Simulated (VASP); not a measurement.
The system is KI.

```
CELL_PARAMETERS angstrom
0.00000 3.53277 3.53277
3.53277 0.00000 3.53277
3.53277 3.53277 0.00000
ATOMIC_POSITIONS crystal
I 0.50000 0.50000 0.50000
K 0.00000 0.00000 0.00000
```

Program: VASP 6.6.1. Alike in all runs: no spin polarisation; cell as given; cutoff (eV) 520.

Order these runs on this cell by their band gap on the k mesh, lowest first.
A. level r2SCAN; potentials or basis VASP PAW PBE potentials, release 64 (I, K_sv); k mesh 8 × 8 × 8; smearing gaussian 0.02 eV; ladder gaps
B. level PBE; potentials or basis VASP PAW PBE potentials, release 64 (I, K_sv); k mesh 7 × 7 × 7; smearing fermi-dirac 0.05 eV
C. level LDA; potentials or basis VASP PAW LDA potentials, release 64 (I, K_sv); k mesh 8 × 8 × 8; smearing gaussian 0.02 eV; ladder gaps

C (3.62 eV), B (3.96 eV), A (4.61 eV).

Caveats: spin-orbit coupling is left out, which moves the levels of the heavy elements; an odd mesh through Γ misses points on the zone boundary, where band edges often lie (some runs).

Not every run made on this cell is shown here.
